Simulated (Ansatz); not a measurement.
# InSe: all-electron results

```
CELL_PARAMETERS angstrom
5.86790 -2.05500 0.00000
5.86790 2.05500 0.00000
-1.59942 0.00000 4.32366
ATOMIC_POSITIONS crystal
In 0.88400 0.88400 0.00500
In 0.11600 0.11600 0.99500
Se 0.66000 0.66000 0.64200
Se 0.34000 0.34000 0.35800
```

Atoms are numbered in the order listed.

The cell is COD entry 1540841, as deposited and not checked against the literature; nothing was relaxed.

No spin–orbit coupling, which matters for the heavy atoms here.

Methods: DFT, PBEsol, all-electron LAPW, scalar-relativistic (Ansatz 0.2.0); DFT, PBEsol, PAW with Ansatz's default frozen-core files, scalar-relativistic (Ansatz 0.2.0).

For LAPW: a Γ-centred 7×7×6 k mesh, Fermi–Dirac smearing of 0.02 eV, basis error target 0.5 meV/atom, no spin polarisation. PAW takes a cutoff of 420 eV at this cell (files made with PBE, cores remade for this functional). The Ansatz runs share mesh, smearing and spin set-up. Values come from LAPW unless marked.

```json
{"Pressure at this cell": "-0.14 GPa", "Band gap": "0.87 eV", "Stress xx, yy, zz (compression positive)": "1.84, -1.55, -0.72 GPa", "Largest force": "0.696 eV/Å on Se3", "Smallest direct gap on the path": "1.34 eV", "Löwdin charges (with 0.09 e of the cell spilling out of the atomic basis, so their sizes and signs hang on that basis)": "In1 0.20, Se3 -0.15 e", "Bader charges (from the PAW run)": "In1 +0.74, Se3 -0.74 e", "Volume per atom": "175.9 bohr³"}
```
